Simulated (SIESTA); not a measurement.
## Cr in SIESTA: convergence with real-space mesh cutoff

Input of the first run (real-space mesh cutoff 100 Ry); the others differ in this setting and in those tied to it:

The input Cr.fdf:

```
SystemName                      Cr
SystemLabel                     Cr
NumberOfSpecies                 1
NumberOfAtoms                   1
%block ChemicalSpeciesLabel
  1  24 Cr
%endblock ChemicalSpeciesLabel

LatticeConstant                 1.0 Ang
%block LatticeVectors
    -1.4806240000     1.4726660000     1.4227520000
     1.5490710000    -1.4964210000     1.5149530000
     1.4669230000     1.4827200000    -1.4465060000
%endblock LatticeVectors
AtomicCoordinatesFormat         Fractional
%block AtomicCoordinatesAndAtomicSpecies
     0.0065450000    -0.0049150000    -0.0232640000  1  Cr
%endblock AtomicCoordinatesAndAtomicSpecies

%block kgrid.MonkhorstPack
    9   0   0  0.0
    0   9   0  0.0
    0   0   9  0.0
%endblock kgrid.MonkhorstPack
XC.Functional                   LDA
XC.Authors                      PW92
PAO.BasisSize                   DZP
PAO.EnergyShift                 0.003 Ry
Mesh.Cutoff                     100 Ry
Spin                            polarized
%block DM.InitSpin
    1   3.000
%endblock DM.InitSpin
OccupationFunction              FD
ElectronicTemperature           0.05 eV
MaxSCFIterations                200
SCF.MustConverge                false
SCF.Mixer.Method                Pulay
SCF.Mixer.Weight                0.1
SCF.Mixer.History               10
SCF.DM.Tolerance                5.0e-05
SCF.H.Tolerance                 1.0e-03 eV
WriteForces                     true
Charge.Mulliken                 end
%block PAO.Basis
  Cr 5
  n=3 0 2
    2.896 0.000
  n=4 0 2
    8.582 0.000
  n=3 1 2
    3.280 0.000
  n=4 1 1
    8.582
  n=3 2 2
    6.330 0.000
%endblock PAO.Basis
```

Potentials or basis: PseudoDojo 0.4 standard (LDA files), DZP (energy shift 0.003 Ry; two zetas on semicore shells).

The run is started by

```sh
$ siesta < Cr.fdf > Cr.out 2>&1
```

The cell isn't the ideal one: cell strained at random at fixed volume.

Hardware: 1 thread of Intel(R) Xeon(R) 6975P-C (Granite Rapids), with other jobs on the host.

| real-space mesh cutoff | energy less the tightest run, at zero smearing (meV/atom) | pressure (GPa) | SCF cycles | CPU time (s) | peak memory (GiB) |
| --- | --- | --- | --- | --- | --- |
| 100 Ry | 0.55 | -38.64 | 15 | 27 | 0.18 |
| 150 Ry | 0.55 | -38.64 | 15 | 27 | 0.19 |
| 200 Ry | 0.05 | -38.66 | 15 | 29 | 0.19 |
| 300 Ry | 0.00 | -38.69 | 15 | 35 | 0.2 |
| 400 Ry | -0.02 | -38.70 | 15 | 46 | 0.22 |
| 500 Ry | -0.02 | -38.70 | 15 | 47 | 0.22 |
| 700 Ry | 0.01 | -38.68 | 15 | 61 | 0.25 |
| 900 Ry | 0.00 | -38.69 | 15 | 75 | 0.28 |
| 1200 Ry | 0.00 | -38.69 | 15 | 110 | 0.35 |

Against the tightest run, the energy stays within 1 meV/atom from 100 Ry on; the pressure stays within 0.1 GPa from 100 Ry on. Values are those asked for, which the program may round to a finer grid. The tightest run that finished is the yardstick and may itself not be fully converged.

Caveat, for the tightest run too: the starting moments collapsed, and a magnetic state may lie lower; the cell as given lies far from equilibrium; the basis of atomic orbitals isn't converged, which shifts pressures, moduli and gaps.
